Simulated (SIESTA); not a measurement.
Crystal: ZnS (Wurtzite-4H).

```xyz
8
Lattice="3.8227 0.0000 0.0000 -1.9114 3.3106 0.0000 0.0000 0.0000 12.5200" Properties=species:S:1:pos:R:3 pbc="T T T"
Zn    1.9114    1.1035    9.3900
Zn    0.0000    2.2070    3.1300
Zn    0.0000    0.0000    6.2600
Zn    0.0000    0.0000    0.0000
S     1.9114    1.1035   11.7375
S     0.0000    2.2070    5.4775
S     0.0000    0.0000    8.6075
S     0.0000    0.0000    2.3475
```

Base run:

| Item | Value |
| --- | --- |
| Program | SIESTA 5.4.2 |
| Functional | vdW-DF-C09 |
| Potentials or basis | PseudoDojo 0.4 standard (PBE files) |
| Basis | DZP (energy shift 0.002 Ry) |
| Grid cutoff | 800 Ry |
| Energy shift | 0.002 Ry |
| k mesh | 8 × 8 × 3 |
| Occupations | fermi-dirac, width 0.05 eV |
| Spin | no spin polarisation |

Its results: band gap on the k mesh 2.61 eV, direct; pressure 0.4 GPa; largest force 0.031 eV/Å.

Problem. The run is repeated on the same cell with these changes: functional from vdW-DF-C09 to PBE; potentials or basis from PseudoDojo 0.4 standard (PBE files) to PseudoDojo 0.5 standard (PBE files). What comes out?

Solution. Band gap on the k mesh 2.77 eV, direct; pressure 3.2 GPa; largest force 0.025 eV/Å.

Caveats: semicore shells carry a single zeta, which can move pressures by several GPa and volumes by a few percent; the valence orbitals were made in a potential fitted to the semicore shell under them, which widens gaps by tenths of an eV or more; the basis of atomic orbitals isn't converged, which shifts pressures, moduli and gaps; the potentials were made for another functional, which shifts forces and pressure (some runs).
